Question

I have been converging the plane-wave cutoff for bulk PtSe₂ on one fixed cell. The energy behaves: each higher cutoff brings it closer to the value at 1000 eV. The pressure doesn't. It starts at 1.60 GPa, drops to 0.43 GPa at 250 eV, and only then climbs to almost 4.9 GPa. The force error jumps about too, and practically vanishes at 400 eV before coming back. How can a better basis give a worse pressure?

GPAW 26.7.0, r2SCAN with PAW data sets (gpaw-data 1.2.1), without spin polarisation, spin-orbit coupling or dispersion correction: bulk PtSe₂ in a fixed cell, 6×6×4 k mesh, Fermi-Dirac smearing of 0.05 eV. The sweep value is the plane-wave cutoff in eV; energies (extrapolated to zero smearing) and force misses are relative to the 1000 eV run.

```
sweep value  energy less tightest (meV/atom)  pressure (GPa)  force miss (eV/Å)  largest force (eV/Å)
        200                            451.2           1.601              0.059                 0.304
        250                            279.9           0.434              0.028                 0.336
        300                            136.6           1.342              0.044                 0.320
        350                             60.2           2.860              0.011                 0.352
        400                             24.0           3.959              0.000                 0.363
        500                              4.7           4.726              0.001                 0.365
        600                              1.7           4.853              0.001                 0.364
        800                              0.6           4.867              0.000                 0.363
       1000                              0.0           4.872              0.000                 0.363
```

Answer

The energy error tells you how far the calculation is from a complete basis. The pressure error tells you how steeply the energy is still falling as the basis grows. These are different quantities, and they needn't be largest at the same cutoff.

The energy has the simple behaviour because a larger set of plane waves contains the smaller one. The orbitals can only gain from the extra freedom, so the energy goes down.

For the pressure, ask what happens when the cell is stretched a little. The computed stress belongs to a fixed set of plane waves, which stretch with the cell. Their wavelengths grow, so the same set now reaches only a lower kinetic energy. Expansion therefore makes the basis poorer and raises the energy artificially. The cell seems to resist expansion, and the pressure comes out too low. This is the Pulay stress.

Its size follows in two lines. Let E be the energy per atom, V the volume per atom and Ecut the cutoff. The number of plane waves goes as V·Ecut^(3/2), so keeping that number fixed gives

Ecut ∝ V^(−2/3)

If the basis error at a given cutoff hardly depends on volume, the error in the pressure −dE/dV is

Δp = (2/3V) · Ecut · dE/dEcut = (2/3V) · dE/d(ln Ecut)

Two limits show what this means. In a complete basis the energy no longer changes with the cutoff, and Δp vanishes. But Δp would also be small in a very poor basis if a slightly larger one were hardly any better. What counts is the slope multiplied by the cutoff.

That product explains the dip. From the first step (200 to 250 eV) to the second (250 to 300 eV), the slope weakens by 16%, while the cutoff at the middle of the step rises by 22%. The product grows slightly. One step later the slope has weakened by a further 47% and the cutoff has risen by only 18%, so the product collapses. The two steps that meet at 250 eV thus carry the largest, nearly equal products, which puts the peak of the pressure error near 250 eV. Physically, the plane waves describe smoothed valence orbitals, while the PAW data sets supply the sharp structure near the nuclei. At low cutoff, added plane waves still improve the most compact parts of these smoothed orbitals; further up, little is left to improve.

Here is the estimate for 250 eV, using the energies on either side. Between 200 and 300 eV the energy falls by 451.2 − 136.6 = 314.6 meV/atom, while ln Ecut rises by ln 1.5 = 0.405. The slope is thus −0.776 eV per unit of ln Ecut. With V = 20.27 Å³ and 1 eV/Å³ = 160.2 GPa,

Δp ≈ 2/(3 × 20.27) × (−0.776) × 160.2 ≈ −4.1 GPa

The computed error relative to 1000 eV is −4.4 GPa. The estimate has no adjustable constant; it falls a little short because a slope taken over so wide an interval flattens the peak.

The relation also works backwards: integrating the pressure error over ln Ecut, from 1000 eV down to 200 eV, and multiplying by 3V/2 recovers 99% of the energy error at 200 eV. If the pressure error simply followed the energy error, scaling up from 250 eV would give −7.2 GPa at 200 eV, where the calculation has −3.3 GPa. The output below compares energies and pressures step by step. In the last two steps the estimate is larger in size than the mean error by about 0.01 GPa, as expected if the reference run at 1000 eV still carries a small Pulay error of its own.

The forces are a different case. Plane waves don't move with the atoms, so there is no Pulay force. Most of the basis error arises close to the nuclei and travels with the atoms; if all of it did, the forces would be exact at any cutoff. Only the part that changes as an atom moves relative to its neighbours spoils them, and that part can have either sign.

This is why 400 eV looks so good. The largest force is too small by 11 meV/Å at 350 eV and too large by about 1 meV/Å at 500 eV, and 400 eV happens to lie close to the crossing. Why 300 eV is worse than 250 eV is less clear. Nothing forces this part of the error to shrink steadily, and the real-space grid may also change in jumps as the cutoff rises. These data can't tell the two apart.

The dip has a practical side. At 250 eV the pressure on the cell is only 0.43 GPa, yet with the cutoff converged it is 4.87 GPa. That remaining pressure belongs to this unrelaxed cell, treated without dispersion or spin-orbit coupling, and a higher cutoff won't remove it. A relaxation that trusted the stress at 250 eV would leave the cell too small. To see where such a trap lies, plot the energy against the logarithm of the cutoff: the pressure is least reliable where that curve is steepest.

Output of the analysis:

```
Errors against 1000 eV:
   row  pressure error (GPa)  signed error of largest force (meV/angstrom)
   200                -3.271                                        -59.09
   250                -4.438                                        -27.54
   300                 -3.53                                        -43.65
   350                -2.012                                        -11.35
   400                -0.913                                          0.14
   500                -0.146                                          1.44
   600                -0.019                                          0.72
   800                -0.005                                          0.13
  1000                     0                                             0
Step ending at this cutoff:
   row  energy slope (meV/atom per eV)  Pulay pressure from energies (GPa)  mean pressure error of both ends (GPa)  share of energy error kept per 100 eV (last row 0 by construction)
   250                          -3.426                              -4.045                                  -3.854                                                              0.3848
   300                          -2.866                              -4.142                                  -3.984                                                              0.2382
   350                          -1.528                              -2.612                                  -2.771                                                              0.1942
   400                          -0.724                              -1.429                                  -1.462                                                              0.1589
   500                          -0.193                             -0.4558                                 -0.5295                                                              0.1958
   600                           -0.03                            -0.08671                                 -0.0825                                                              0.3617
   800                         -0.0055                            -0.02015                                  -0.012                                                              0.5941
  1000                          -0.003                            -0.01417                                 -0.0025                                                                   0
Rms difference of the two pressure columns over the steps (GPa): 0.1081
Largest difference of the two pressure columns (GPa): 0.1907
Pulay pressure at 250 eV from the energies at 200 and 300 eV (GPa): -4.089
Pulay pressure at 300 eV from the energies at 250 and 350 eV (GPa): -3.441
Energy error at 200 eV recovered from the pressures alone (meV/atom): 445.2
The same as a percentage of the computed energy error: 98.68
Weakening of the energy slope from the first to the second step (%): 16.35
Rise of the middle cutoff from the first to the second step (%): 22.22
Weakening of the energy slope from the second to the third step (%): 46.69
Rise of the middle cutoff from the second to the third step (%): 18.18
Rival - pressure error at 200 eV if proportional to energy error and scaled from 250 eV (GPa): -7.154
```
